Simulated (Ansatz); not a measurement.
Here is an unrelaxed guess for BeTe.

```xyz
2
Lattice="1.8609 1.0744 3.6987 -1.8609 1.0744 3.6987 0.0000 -2.1487 3.6987" Properties=species:S:1:pos:R:3 pbc="T T T"
Be    0.0000    0.0000    5.5480
Te    0.0000    0.0000    0.0000
```

Level of theory: DFT PBE, scalar-relativistic, plane waves, PAW (Ansatz). Plane waves to 420 eV, a k mesh through Γ of 6×6×6 on the computed 2-atom cell and Gaussian smearing (0.10 eV); no spin polarisation.

Energies over the elements count from the elements' standard structures at the same level, with no fitted energy shifts.

Question: Estimate its pressure, forces and energy as it stands.

Answer: The pressure is -6.7 GPa (the mean over three directions, positive in compression), the largest force is 0.00 eV/Å (symmetry fixes the atoms), and the energy is +0.36 eV/atom against the elements. The shortest distance is 2.83 Å.

Question: Is it a good guess?

Answer: A rough one: relaxing gains about 0.21 eV/atom (the start's value is from the coarse mesh, so the gain is rough) in 12 ionic steps and ends at +0.15 eV/atom on the finer mesh. The symmetry goes from R-3m (No. 166) to Fm-3m (No. 225). The end has the rock salt type. The volume per atom shrinks by 13.2 %, from 22.2 to 19.3 Å³. The shortest distance goes from 2.83 Å (Be–Te) to 2.68 Å (Be–Te). Conventional cell: a = 5.361 Å. Around Be lie 6 Te at 2.68 Å; Te has 6 Be at 2.68 Å.

The last run used an 18×18×18 mesh for its 2-atom cell and Gaussian smearing of 0.10 eV. Spin–orbit coupling, which can matter for Te, is left out. The reference form of Te is held partly by dispersion forces, which this level lacks. The relaxation can't lower the symmetry of the start, and the grade says only how near the guess is to its own end. A structure relaxed within its symmetry needn't be a true minimum.
